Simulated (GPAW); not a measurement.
SnS2:

```
Sn S
1.0
     3.64800    0.00000    0.00000
    -1.82400    3.15926    0.00000
     0.00000    0.00000    5.89900
Sn S
1 2
Direct
  0.00000 0.00000 0.00000
  0.33333 0.66667 0.25000
  0.66667 0.33333 0.75000
```

The cell was built by a generator and needn't be a form met in nature.

Base run:

| Property | Result |
| --- | --- |
| Program | GPAW 26.7.0 |
| Functional | GLLB-SC |
| Potentials or basis | the program's PAW data sets (release 1.2.1) made for this functional |
| Cutoff | 600 eV |
| Basis | pw |
| k mesh | 8 × 8 × 5 |
| Occupations | fermi-dirac, width 0.05 eV |
| Spin | no spin polarisation |

Its results: band gap on the k mesh with the derivative discontinuity 2.60 eV.

Question: The run is repeated on the same cell with these changes: functional from GLLB-SC to TB-mBJ; potentials or basis from the program's PAW data sets (release 1.2.1) made for this functional to GPAW PAW data sets for LDA (gpaw-data 1.2.1). What comes out?

Answer: Band gap on the k mesh 2.17 eV, indirect (least direct gap 2.63 eV).

Caveats: a model potential gives levels but no total energy; spin-orbit coupling is left out, which moves the levels of the heavy elements; an odd mesh through Γ misses points on the zone boundary, where band edges often lie; the GLLB-SC gap is the Kohn-Sham gap of the path plus the derivative discontinuity (some runs).
